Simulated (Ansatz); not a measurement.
The cell is AlGa2As3 as one 6-atom ordering (I-4m2) on the zincblende lattice; cell and atoms were relaxed with r2SCAN. The symmetry is I-4m2 (No. 119, tetragonal); conventional cell a = 4.012 Å, c = 17.002 Å, 22.80 Å³ an atom. Al has 4 As at 2.45 Å; As has 2 Al at 2.45 Å and 2 Ga at 2.46 Å; Ga has 4 As at 2.45–2.46 Å; As has 4 Ga at 2.45 Å.

```cif
data_structure
_symmetry_space_group_name_H-M 'I-4m2'
_symmetry_Int_Tables_number 119
_cell_length_a 4.0115
_cell_length_b 4.0115
_cell_length_c 17.0017
_cell_angle_alpha 90.000
_cell_angle_beta 90.000
_cell_angle_gamma 90.000
_cell_volume 273.60
loop_
_atom_site_label
_atom_site_type_symbol
_atom_site_symmetry_multiplicity
_atom_site_Wyckoff_symbol
_atom_site_fract_x
_atom_site_fract_y
_atom_site_fract_z
_atom_site_occupancy
Al1 Al 2 a 0.00000 0.00000 0.00000 1
As1 As 4 f 0.50000 0.00000 0.41683 1
Ga1 Ga 4 e 0.00000 0.00000 0.33323 1
As2 As 2 c 0.00000 0.50000 0.25000 1
```

3 runs of the plane-wave code Ansatz on this cell differ in the functional (and in the settings that go with it). Levels are in eV from each run's valence top; v1 is the last filled band, c1 the first empty one.

Run A, mean stress +0.3 GPa (compression positive):
```tsv
point	v5	v3	v1	c1	c2	c3
Γ	-2.23	0.00	0.00	2.33	2.89	3.24
X	-3.50	-3.30	-2.75	2.70	3.13	4.47
P	-3.46	-3.00	-2.94	3.18	3.32	3.48
```

Run B, mean stress 0.0 GPa (compression positive):
```tsv
point	v5	v3	v1	c1	c2	c3
Γ	-2.08	-0.02	0.00	1.38	1.92	2.30
X	-3.23	-3.06	-2.57	1.78	2.13	3.47
P	-3.21	-2.80	-2.74	2.23	2.37	2.43
```

Run C, mean stress +0.5 GPa (compression positive):
```tsv
point	v5	v3	v1	c1	c2	c3
Γ	-2.18	-0.01	0.00	1.75	2.25	2.60
X	-3.42	-3.22	-2.70	2.07	2.48	3.81
P	-3.38	-2.94	-2.88	2.54	2.68	2.82
```

**Question.** Match the runs to r2SCAN, HSE06, PBE0.

**Answer.** A is PBE0, B is r2SCAN, C is HSE06. In order of the gap: r2SCAN 1.38, HSE06 1.75, PBE0 2.33 eV.

Values at 0 K without nuclear motion; spin polarisation is off, and the phase may be a hypothetical one.

The runs are scalar-relativistic, without spin-orbit coupling.

The stress of a hybrid is loosely converged in these runs.
